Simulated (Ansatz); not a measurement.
# SrTiO3: the cost of one run

Program: Ansatz 0.2.0. Level of theory: DFT r2SCAN+U, scalar-relativistic, plane waves, PAW. These are calculated values, not measurements.

### 1 The starting structure

Symmetry: Pm-3m, No. 221, cubic system. Conventional cell: a = 3.918 Å, b = 3.918 Å, c = 3.918 Å, α = 90.00°, β = 90.00°, γ = 90.00°. Around Sr (site symmetry m-3m) lie 12 O at 2.77 Å. Ti (site symmetry m-3m) is surrounded by 6 O at 1.96 Å. O (site symmetry 4/mmm) has 2 Ti at 1.96 Å and 4 Sr at 2.77 Å as nearest neighbours.

As a file:

```
Sr Ti O
1.0
     3.91801    0.00000    0.00000
     0.00000    3.91801    0.00000
     0.00000    0.00000    3.91801
Sr Ti O
1 1 3
Direct
  0.00000 0.00000 0.00000
  0.50000 0.50000 0.50000
  0.00000 0.50000 0.50000
  0.50000 0.00000 0.50000
  0.50000 0.50000 0.00000
```

This cell was relaxed beforehand with the same method: volume 12.03 Å³/atom, gap on the mesh 2.78 eV.

### 2 The reference cell

Reference values: F = -7771.3395 eV; pressure 0.00 GPa; largest force 0.000 eV/Å; gap on the mesh 2.78 eV. It was computed beforehand with the settings of the runs below.

### 3 Breaking the symmetry

All atoms moved at random, sigma 0.25 Å a component. Displacements in the unstrained cell, with the mean shift removed:

```csv
atom,ux (Å),uy (Å),uz (Å)
Sr1,-0.040,-0.072,-0.071
Ti2,0.250,-0.001,0.077
O3,-0.055,0.427,0.271
O4,0.096,-0.273,-0.331
O5,-0.251,-0.081,0.054
```

### 4 The disturbed cell, one point

Input file input.yaml:

```yaml
crystal:
  lattice:
    - [3.9180091028, 0.0, 0.0]
    - [0.0, 3.9180091028, 0.0]
    - [0.0, 0.0, 3.9180091028]
  atoms:
    - { symbol: Sr, position: [-0.0101891724, -0.0182503589, -0.0181519845] }
    - { symbol: Ti, position: [0.563741993, 0.4997104502, 0.5196054936] }
    - { symbol: O, position: [-0.0140409535, 0.6089276605, 0.5691023806] }
    - { symbol: O, position: [0.5245495164, -0.0696800178, 0.4155814169] }
    - { symbol: O, position: [0.4359386165, 0.479292266, 0.0138626933] }
basis:
  ecutwfc: 500
kpoints:
  mp_grid: { grid: [6, 6, 6] }
hamiltonian:
  xc: r2scan
  hubbard: { sites: [{ species: Ti, l: d, u_eff: 4.0 }] }
scf:
  occupations: { method: gaussian, width: 0.05 }
output:
  forces: true
  stress: true
  eigenvalues: true
```

The run is started by

```bash
> ansatz run input.yaml --threads 1 --pin off --max-ram 2560MiB --backend cpu --events-out ev --progress --plain --runs-dir out
```

Q: Estimate wall time and peak memory on 1 thread of Intel Xeon at 2.50GHz (Skylake/Cascade Lake), shared host.

About 92 s, with a peak of 0.67 GiB.
